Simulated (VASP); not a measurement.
A run of VASP 6.6.1 is set up as follows.

INCAR

```
SYSTEM = KBr
ALGO = Normal
EDIFF = 1E-7
EDIFFG = -0.01
ENCUT = 300
GGA = PE
IBRION = 2
ISIF = 2
ISMEAR = 0
LASPH = .True.
LCHARG = .False.
LREAL = .False.
LWAVE = .False.
NELM = 80
NSW = 40
PREC = Accurate
SIGMA = 0.03
```

KPOINTS

```
k-points
0
Gamma
  4 4 4
  0 0 0
```

Contents of POSCAR:

```
KBr                                     
1.0
    0.0000000000      3.3678760122      3.3678760122
    3.3678760122     -0.0000000000      3.3678760122
    3.3678760122      3.3678760122      0.0000000000
  K               Br            
     1     1
Direct
     0.0000000000000000    0.0000000000000000    1.0000000000000000
     0.5000000000000000    0.5000000000000000    0.5000000000000000
```

Potentials or basis: VASP PAW PBE potentials, release 64 (K_pv, Br).

Run with:

```console
$ cat potpaw_PBE.64/K_pv/POTCAR potpaw_PBE.64/Br/POTCAR > POTCAR
$ mpirun -np 1 vasp_std > vasp.out
```

(1) Estimate the band gap on the k mesh.

Answers

(1) 4.27 eV, direct.

Caveat: the relaxation stopped at its first step, so nothing moved.
